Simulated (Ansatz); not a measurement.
TiC under changes of volume

One of the cells (10.158 Å³/atom); the others are scaled copies at fixed shape and fractional positions:

```
CELL_PARAMETERS angstrom
0.00000 2.16572 2.16572
2.16572 0.00000 2.16572
2.16572 2.16572 0.00000
ATOMIC_POSITIONS crystal
Ti 0.00000 0.00000 0.00000
C 0.50000 0.50000 0.50000
```

The cell is a database's computed one.

| Item | Value |
| --- | --- |
| Program | Ansatz 0.2.0 |
| Functional | PBE |
| Dispersion | D3(BJ) |
| Potentials or basis | Ansatz PAW |
| Cutoff | 420 eV (not typed: the program's choice for these potentials) |
| k mesh | 11 × 11 × 11 |
| Occupations | fermi-dirac, width 0.05 eV |
| Spin | no spin polarisation |

```tsv
volume (Å³/atom)	energy over the lowest point (meV/atom)	pressure (GPa)
9.548	9.15	9.6
9.752	0.87	3.5
9.955	0.00	-2.0
10.158	5.81	-7.0
10.361	17.57	-11.5
10.564	34.81	-15.6
10.767	?	?
```

**Question.** What does the run at 10.767 Å³/atom give?

**Answer.** Energy over the lowest point 56.90 meV/atom; pressure -19.2 GPa.

Worked out: A Birch-Murnaghan fit of order 3 (a polynomial in V^(-2/3)) to the other rows has its minimum at 9.88 Å³/atom with B0 = V·E''(V) = 265 GPa and B' = 3.9. It gives 56.94 meV/atom at 10.767 Å³/atom, against the run's 56.90, and -dE/dV = -19.3 GPa, against -19.2.

Energies are extrapolated to zero smearing.

Caveats: pairwise dispersion overbinds metals, which lowers pressure and volume.
